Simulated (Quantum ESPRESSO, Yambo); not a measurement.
An input for Yambo 5.3.0 (SnS2 (1T monolayer)):

```
HF_and_locXC
gw0
dyson
ppa
em1d
rim_cut
rim_w
RandQpts= 3000000
RandGvec= 100 RL
CUTGeo= "slab z"
RandGvecW= 9 RL
EXXRLvcs= 64 Ry
VXCRLvcs= 256 Ry
Chimod= "HARTREE"
% BndsRnXp
 1 | 96 |
%
NGsBlkXp= 9.5 Ry
% LongDrXp
 1 | 1 | 0 |
%
% GbndRnge
 1 | 96 |
%
DysSolver= "n"
ExtendOut
PPAPntXp= 27.21138 eV
% QPkrange
 1 | 7 | 9 | 17 |
%
```

```sh
OMP_NUM_THREADS=1 mpirun -n 4 yambo -F gw1.in -J gw1 -C gw1 > gw1.log
```

The stored states that it reads are on a 6×6×1 mesh. The cell holds 3 atoms: 1 Sn and 2 S. Cell: a = 3.705 Å, b = 3.705 Å, c = 15.000 Å, α = 90.0°, β = 90.0°, γ = 120.0°. Vacuum lies along c.

Estimate wall time and host memory on 4 MPI ranks of Arm Neoverse V2, shared host.

It took 15 min; on shared hardware allow 7.3 min to 29 min. Peak host memory was 2.3 GiB.

The screening grows as filled bands × empty bands × pairs of k points, times the square of the screening basis for the matrix.

[Paths, hosts, dates, memory and timing lines, banners, echoed tables and standing remarks are left out of the program output.]

[Logs are printed without paths, hosts, clocks, repeated set-up lines and the standing remarks that a program may print on its own settings, such as how far it seeks lower states.]

[Runs of the session that timed out or met a known fault of the program may be left out.]

[Hosts, paths, dates, database ids (printed as entryN), source tags and the programs' standing remarks are cut or masked in the printed files.]
